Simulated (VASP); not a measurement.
# Os (P6_3/mmc) in VASP: single point with PBE

Aim: the single point of Os with PBE.

All numbers are computed with VASP 6.6.1; they aren't measurements. Logs are shortened: lines on timing, memory, paths and dates and some standing lists are left out, and cuts for length are marked.

## 1. The structure

Symmetry: P6_3/mmc, No. 194, hexagonal system. The conventional cell has a = 2.740 Å, b = 2.740 Å, c = 13.239 Å, α = 90.00°, β = 90.00°, γ = 120.00°. Around Os (site symmetry -6m2) lie 12 Os at 2.67 to 2.74 Å. Os (site symmetry 3m) is surrounded by 12 Os at 2.67 to 2.80 Å.

The cell was built by a generator and needn't be a form met in nature.

## 2. Single point, PBE

INCAR reads:

```
PREC = Accurate ; ENCUT = 520
EDIFF = 1E-6 ; ISMEAR = 0
SIGMA = 0.1 ; LREAL = F
LASPH = T ; NELM = 100
ALGO = Fast ; ISIF = 2
LWAVE = F ; LCHARG = T
GGA = PE ; LELF = T
LVHAR = T ; NBANDS = 33
```

KPOINTS reads:

```
regular mesh
0
Gamma
  18 18 4
```

POSCAR reads:

```
Os
1.0
    2.7400626784      0.0000000000      0.0000000000
   -1.3700313392      2.3729638874      0.0000000000
    0.0000000000      0.0000000000     13.2390484893
Os
6
Direct
    0.0000000000      0.0000000000      0.0000000000
    0.3333333333      0.6666666667      0.1628311994
    0.6666666667      0.3333333333      0.3371688006
    0.0000000000      0.0000000000      0.5000000000
    0.6666666667      0.3333333333      0.6628311994
    0.3333333333      0.6666666667      0.8371688006
```

Potentials or basis: VASP PAW PBE potentials, release 64 (Os).

The run is started by

```sh
$ cat potpaw_PBE.64/Os/POTCAR > POTCAR
$ mpirun -np 1 vasp_std > vasp.out
```

OUTCAR:

```text
PREC = Accurate
   ENCUT = 520
   EDIFF = 1E-6
   ISMEAR = 0
   LREAL = F
   LASPH = T
   NELM = 100
   ISIF = 2
   GGA = PE

 ion  position               nearest neighbor table
   1  0.000  0.000  0.000-   2 2.67   6 2.67   2 2.67   6 2.67   2 2.67   6 2.67
   2  0.333  0.667  0.163-   1 2.67   1 2.67   1 2.67   3 2.80   3 2.80   3 2.80
   3  0.667  0.333  0.337-   4 2.67   4 2.67   4 2.67   2 2.80   2 2.80   2 2.80
   4  0.000  0.000  0.500-   3 2.67   5 2.67   3 2.67   5 2.67   3 2.67   5 2.67
   5  0.667  0.333  0.663-   4 2.67   4 2.67   4 2.67   6 2.80   6 2.80   6 2.80
   6  0.333  0.667  0.837-   1 2.67   1 2.67   1 2.67   5 2.80   5 2.80   5 2.80

  LATTYP: Found a hexagonal cell.
 ALAT       =     2.7400626784
 C/A-ratio  =     4.8316589959

  Lattice vectors:

 A1 = (   2.7400626784,   0.0000000000,   0.0000000000)
 A2 = (  -1.3700313392,   2.3729638874,   0.0000000000)
 A3 = (   0.0000000000,   0.0000000000,  13.2390484893)

Analysis of symmetry for initial positions (statically):
=====================================================================
 Subroutine PRICEL returns:
 Original cell was already a primitive cell.

 Routine SETGRP: Setting up the symmetry group for a
 hexagonal supercell.

 Subroutine GETGRP returns: Found 24 space group operations
 (whereof 12 operations were pure point group operations)
 out of a pool of 24 trial point group operations.

The static configuration has the point symmetry D_3h.
 The point group associated with its full space group is D_6h.

Analysis of symmetry for dynamics (positions and initial velocities):
=====================================================================
 Subroutine PRICEL returns:
 Original cell was already a primitive cell.

 Routine SETGRP: Setting up the symmetry group for a
 hexagonal supercell.

 Subroutine GETGRP returns: Found 24 space group operations
 (whereof 12 operations were pure point group operations)
 out of a pool of 24 trial point group operations.

The dynamic configuration has the point symmetry D_3h.
 The point group associated with its full space group is D_6h.

 Subroutine INISYM returns: Found 24 space group operations
 (whereof 12 operations are pure point group operations),
 and found     1 'primitive' translations

[... 104 lines left out ...]
   EDIFFG = 0.1E-04   stopping-criterion for IOM
   NSW    =      0    number of steps for IOM
   IBRION =     -1    ionic relax: 0-MD 1-quasi-New 2-CG
   NFREE  =      0    steps in history (QN), initial steepest desc. (CG)
   ISIF   =      2    stress and relaxation
   ISYM   =      2    0-nonsym 1-usesym 2-fastsym
   POTIM  = 0.5000    time-step for ionic-motion
   TEBEG  =    0.0;   TEEND  =   0.0 temperature during run
   PSTRESS=    0.0 pullay stress
   NELECT =      48.0000    total number of electrons
   NUPDOWN=      -1.0000    fix difference up-down
   EMIN   =  10.00;   EMAX   =-10.00  energy-range for DOS
   EFERMI =   0.00;   METHOD = LEGACY
   ISMEAR =     0;   SIGMA  =   0.10  broadening in eV -4-tet -1-fermi 0-gaus
   EFERMI_NEDOS =   21; number of points for ismear=-14 and -15
   IALGO  =     68    algorithm
   IMIX   =      4    mixing-type and parameters
     AMIX     =   0.40;   BMIX     =  1.00
     AMIX_MAG =   1.60;   BMIX_MAG =  1.00
  volume/ion in A,a.u.               =      14.35        96.82
  Fermi-wavevector in a.u.,A,eV,Ry     =   1.347470  2.546349 24.703764  1.815675
  Thomas-Fermi vector in A             =   2.475218
   LORBIT       =      0    0 simple, 1 ext, 2 COOP (PROOUT), +10 PAW based schemes
   GGA     = PE    functional components
   LHFCALC =     F    Hartree Fock is set to
   AEXX    =    0.0000 exact exchange contribution
   IVDW    =     0    specifies the selected vdW correction
   LEPSILON=     F    determine dielectric tensor
   LRPA    =     F    only Hartree local field effects (RPA)
 non-spin polarized calculation
 RMM-DIIS sequential band-by-band and
 Gauss-broadening in eV      SIGMA  =   0.10
  energy-cutoff  :      520.00
  volume of cell :       86.08
 maximum number of plane-waves:      2340
   NGX = 11   NGY = 11   NGZ = 49

 number of electron      47.9999997 magnetization

 Free energy of the ion-electron system (eV)
  ---------------------------------------------------
  ext. energy  EPLUGINS =         0.00000000
  ---------------------------------------------------
  free energy    TOTEN  =       -66.95862004 eV

  energy without entropy =      -66.94061565  energy(sigma->0) =      -66.94961785

 E-fermi :   9.0800     XC(G=0): -13.9074

 val. band max:        9.0748492865   @ k =   0.3889   0.0000   0.0000
 cond. band min:       9.0822610216   @ k =   0.2778   0.1111   0.0000
 fundamental gap:      0.0074117351
 Fermi energy:         9.0800375927

 k-point     1 :       0.0000    0.0000    0.0000
  band No.  band energies     occupation
      1      -1.6338      2.00000
      2      -0.5834      2.00000
      3      -0.2661      2.00000
      4       1.3214      2.00000
      5       1.4483      2.00000
      6       1.4974      2.00000
[... 853 lines left out ...]
     32      12.9784      0.00000
     33      13.2022      0.00000

 [... further k-points ...]

------------------------ aborting loop because EDIFF is reached ----------------------------------------

  FORCE on cell =-STRESS in cart. coord.  units (eV):
  Direction    XX          YY          ZZ          XY          YZ          ZX
  --------------------------------------------------------------------------------------
  -------------------------------------------------------------------------------------
  Total       -0.0565788     -0.0565788     -0.0764813     -0.0000000     -0.0000000      0.0000000
  in kB       -1.0530675     -1.0530675     -1.4235004     -0.0000000     -0.0000000      0.0000000
  external PRESSURE =      -1.1765451 kB  Pullay stress =       0.0000000 kB

 VOLUME and BASIS-vectors are now :
 -----------------------------------------------------------------------------
  energy-cutoff  :      520.00
  volume of cell :       86.08
      direct lattice vectors                 reciprocal lattice vectors
     2.740062678  0.000000000  0.000000000     0.364955155  0.210706957  0.000000000
    -1.370031339  2.372963887  0.000000000     0.000000000  0.421413914  0.000000000
     0.000000000  0.000000000 13.239048489     0.000000000  0.000000000  0.075534129

 POSITION                                       TOTAL-FORCE (eV/Angst)
 -----------------------------------------------------------------------------------
      0.00000      0.00000      0.00000        -0.000000      0.000000      0.000000
     -0.00000      1.58198      2.15573         0.000000      0.000000     -0.008188
      1.37003      0.79099      4.46379        -0.000000     -0.000000      0.008188
      0.00000      0.00000      6.61952         0.000000      0.000000      0.000000
      1.37003      0.79099      8.77525        -0.000000      0.000000     -0.008188
     -0.00000      1.58198     11.08332         0.000000      0.000000      0.008188
 -----------------------------------------------------------------------------------
    total drift:                               -0.000000      0.000000      0.000000

  FREE ENERGIE OF THE ION-ELECTRON SYSTEM (eV)
  ---------------------------------------------------
  free  energy   TOTEN  =       -66.9586200443 eV

  energy  without entropy=      -66.9406156473  energy(sigma->0) =      -66.94961785
```

OSZICAR:

```text
N       E                     dE             d eps       ncg     rms          rms(c)
DAV:   1     0.383196522492E+03    0.38320E+03   -0.22226E+04  7422   0.140E+03
DAV:   2    -0.378657458636E+02   -0.42106E+03   -0.39409E+03  7486   0.492E+02
DAV:   3    -0.696947043724E+02   -0.31829E+02   -0.29528E+02  9610   0.987E+01
DAV:   4    -0.711612762649E+02   -0.14666E+01   -0.14230E+01  9356   0.237E+01
DAV:   5    -0.712022559706E+02   -0.40980E-01   -0.40827E-01 10116   0.310E+00    0.383E+01
RMM:   6    -0.678260125518E+02    0.33762E+01   -0.32775E+00  7365   0.107E+01    0.153E+01
RMM:   7    -0.669082048371E+02    0.91781E+00   -0.51329E+00  7543   0.989E+00    0.803E-01
RMM:   8    -0.669530804407E+02   -0.44876E-01   -0.73194E-01  8733   0.593E+00    0.338E+00
RMM:   9    -0.669679435328E+02   -0.14863E-01   -0.20913E-01  9175   0.184E+00    0.165E+00
RMM:  10    -0.669678273379E+02    0.11619E-03   -0.31274E-02  9430   0.103E+00    0.191E+00
RMM:  11    -0.669601241636E+02    0.77032E-02   -0.11895E-02  7743   0.661E-01    0.764E-01
RMM:  12    -0.669598085991E+02    0.31556E-03   -0.14933E-02  7750   0.622E-01    0.106E+00
RMM:  13    -0.669588016337E+02    0.10070E-02   -0.19539E-03  8187   0.440E-01    0.596E-01
RMM:  14    -0.669586394425E+02    0.16219E-03   -0.87299E-04  9236   0.109E-01    0.229E-01
RMM:  15    -0.669586337186E+02    0.57239E-05   -0.23712E-04  9684   0.593E-02    0.818E-02
RMM:  16    -0.669586221359E+02    0.11583E-04   -0.14544E-04  8400   0.719E-02    0.150E-02
RMM:  17    -0.669586207901E+02    0.13458E-05   -0.26194E-05  9337   0.311E-02    0.188E-02
RMM:  18    -0.669586200443E+02    0.74574E-06   -0.55978E-06  6946   0.962E-03
   1 F= -.66958620E+02 E0= -.66949618E+02  d E =-.180044E-01
```

Run time: 4.1 min. Hardware: 1 thread of Intel Xeon Platinum 8488C (Sapphire Rapids), shared host; peak memory 0.35 GiB.

Results:

```yaml
Free_energy: -66.9586 eV
Pressure: -0.1 GPa
Largest_force: 0.008 eV/Å
Band_gap_on_the_k_mesh: none (metal or under the smearing width)
```

Forces in eV/Å, atoms in the order of the input:
```
Os   0.000  0.000  0.000
Os   0.000  0.000 -0.008
Os   0.000  0.000  0.008
Os   0.000  0.000  0.000
Os   0.000  0.000 -0.008
Os   0.000  0.000  0.008
```
